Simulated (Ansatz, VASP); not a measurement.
Hg: VASP beside Ansatz

INCAR

```
SYSTEM = Hg
  ALGO = Normal
  EDIFF = 1E-7
  ENCUT = 520
  GGA = RP
  ISIF = 2
  ISMEAR = 0
  LASPH = .TRUE.
  LCHARG = .FALSE.
  LREAL = .FALSE.
  LWAVE = .FALSE.
  NBANDS = 19
  NELM = 60
  PREC = Accurate
  SIGMA = 0.05
```

File KPOINTS:

```
k-points
0
G
  9 9 5
  0 0 0
```

POSCAR

```
Hg
1.0
    3.4618096384      0.0000000000      0.0000000000
   -1.7309048192      2.9980150899      0.0000000000
    0.0000000000      0.0000000000      5.4875482800
Hg
2
Cartesian
   -0.0000000002      1.9986767267      1.3718870700
    1.7309048194      0.9993383632      4.1156612100
```

input.yaml

```yaml
crystal:
  lattice:
    - [3.4618096384, 0.0, 0.0]
    - [-1.7309048192, 2.9980150899, 0.0]
    - [0.0, 0.0, 5.48754828]
  atoms:
    - { symbol: Hg, position: [0.3333333333, 0.6666666667, 0.25] }
    - { symbol: Hg, position: [0.6666666667, 0.3333333333, 0.75] }
hamiltonian:
  xc: rpbe
  pseudopotentials: { kind: paw }
kpoints:
  mp_grid: { grid: [9, 9, 5] }
scf:
  occupations: { method: gaussian, width: 0.05 }
output:
  forces: true
  stress: true
  eigenvalues: true
```

Alike in both runs: task single point; functional RPBE; k mesh 9 × 9 × 5; occupations gaussian, width 0.05 eV; no spin polarisation.

```csv
,VASP,Ansatz
version,VASP 6.6.1,Ansatz 0.2.0
potentials or method,"VASP PAW PBE potentials, release 64 (Hg)",Ansatz PAW
plane-wave cutoff (eV),520,420
valence electrons in the cell,24,40
```

```csv
,VASP,Ansatz,Ansatz less VASP
gap on the k mesh at the Fermi level (eV),none,none,-
pressure (GPa),3.5,3.4,-0.08
largest component of the traceless stress (GPa),0.15,0.14,-0.010
```

A gap of «none» marks a metal or a gap that the smearing closes. The functional is the same, so the differences come from potentials, cutoffs and numerics. The two sets of potentials don't hold the same shells in valence.

Caveats: the PAW data sets were made with another functional, which shifts forces and pressure a little (VASP); the PAW data sets come from PBE, with cores solved anew for the run's functional, which leaves a small shift of forces and pressure (Ansatz). The runs have no spin-orbit coupling, so splittings on Hg are missing.
